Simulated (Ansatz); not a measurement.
Density of states of a NaCl cell (a packing that fell into a crystal (Immm at 0.1 Å)), per eV and atom, broadened by Gaussian smearing of width 0.1 eV and averaged over bins of 0.3 eV, from 8 eV under the Fermi level at most up to where the solved bands end.

Method: Ansatz, DFT PBE, scalar-relativistic, plane waves, PAW.

Plane waves to 420 eV, a k mesh through Γ of 3×5×2 on the computed 10-atom cell and Gaussian smearing (0.02 eV); no spin polarisation.

```
Na Cl
1.0
     6.98703   -0.82346    0.58585
    -0.68558    3.75822    0.59978
     0.54334    0.64468    9.03026
Na Cl
5 5
Direct
  0.03521 0.89645 0.73768
  0.23533 0.69620 0.33753
  0.83528 0.09623 0.13761
  0.63550 0.29647 0.53750
  0.43529 0.49652 0.93764
  0.73523 0.19656 0.83760
  0.53530 0.39615 0.23762
  0.13531 0.79637 0.03762
  0.33541 0.59650 0.63752
  0.93535 0.99617 0.43758
```

| E − E_F (eV) | total | Cl 3p | Na 3s | Cl 3s | Na 2p |
| --- | --- | --- | --- | --- | --- |
| -4.50 | 0.106 | 0.090 | 0.016 | 0.000 | 0.000 |
| -4.20 | 1.241 | 1.110 | 0.118 | 0.004 | 0.002 |
| -3.90 | 1.519 | 1.384 | 0.114 | 0.009 | 0.002 |
| -3.60 | 0.835 | 0.791 | 0.031 | 0.005 | 0.001 |
| -3.30 | 1.828 | 1.784 | 0.022 | 0.004 | 0.002 |
| -3.00 | 2.853 | 2.825 | 0.007 | 0.001 | 0.002 |
| -2.70 | 1.503 | 1.496 | 0.001 | 0.000 | 0.001 |
| -2.40 | 0.116 | 0.115 | 0.000 | 0.000 | 0.000 |
| -2.10 | 0.000 | 0.000 | 0.000 | 0.000 | 0.000 |
| -1.80 | 0.000 | 0.000 | 0.000 | 0.000 | 0.000 |
| -1.50 | 0.000 | 0.000 | 0.000 | 0.000 | 0.000 |
| -1.20 | 0.000 | 0.000 | 0.000 | 0.000 | 0.000 |
| -0.90 | 0.000 | 0.000 | 0.000 | 0.000 | 0.000 |
| -0.60 | 0.000 | 0.000 | 0.000 | 0.000 | 0.000 |
| -0.30 | 0.000 | 0.000 | 0.000 | 0.000 | 0.000 |
| 0.00 | 0.000 | 0.000 | 0.000 | 0.000 | 0.000 |
| 0.30 | 0.000 | 0.000 | 0.000 | 0.000 | 0.000 |
| 0.60 | 0.000 | 0.000 | 0.000 | 0.000 | 0.000 |
| 0.90 | 0.000 | 0.000 | 0.000 | 0.000 | 0.000 |
| 1.20 | 0.000 | 0.000 | 0.000 | 0.000 | 0.000 |
| 1.50 | 0.000 | 0.000 | 0.000 | 0.000 | 0.000 |
| 1.80 | 0.000 | 0.000 | 0.000 | 0.000 | 0.000 |
| 2.10 | 0.000 | 0.000 | 0.000 | 0.000 | 0.000 |
| 2.40 | 0.020 | 0.000 | 0.015 | 0.005 | 0.000 |
| 2.70 | 0.003 | 0.000 | 0.002 | 0.001 | 0.000 |
| 3.00 | 0.001 | 0.000 | 0.001 | 0.000 | 0.000 |
| 3.30 | 0.090 | 0.008 | 0.065 | 0.016 | 0.000 |
| 3.60 | 0.120 | 0.011 | 0.086 | 0.020 | 0.000 |
| 3.90 | 0.059 | 0.006 | 0.042 | 0.009 | 0.000 |
| 4.20 | 0.145 | 0.016 | 0.102 | 0.017 | 0.000 |
| 4.50 | 0.221 | 0.021 | 0.133 | 0.019 | 0.000 |
| 4.80 | 0.361 | 0.025 | 0.182 | 0.018 | 0.000 |
| 5.10 | 0.640 | 0.041 | 0.426 | 0.025 | 0.000 |
| 5.40 | 0.563 | 0.029 | 0.251 | 0.012 | 0.000 |
| 5.70 | 0.805 | 0.017 | 0.247 | 0.005 | 0.000 |

The columns after the total are the largest Löwdin projections on the valence shells of the potentials, so they needn't add up, and the weight of a shell that a potential lacks goes to other orbitals. The cell has a gap on the mesh of 4.93 eV.

An odd mesh misses points on the zone edge, so a gap read on it can be too wide.

Cost: 2 runs of about 2.5 core-minutes in all (earlier runs that led there not counted), on Intel Xeon Platinum 8488C (Sapphire Rapids) (shared hosts).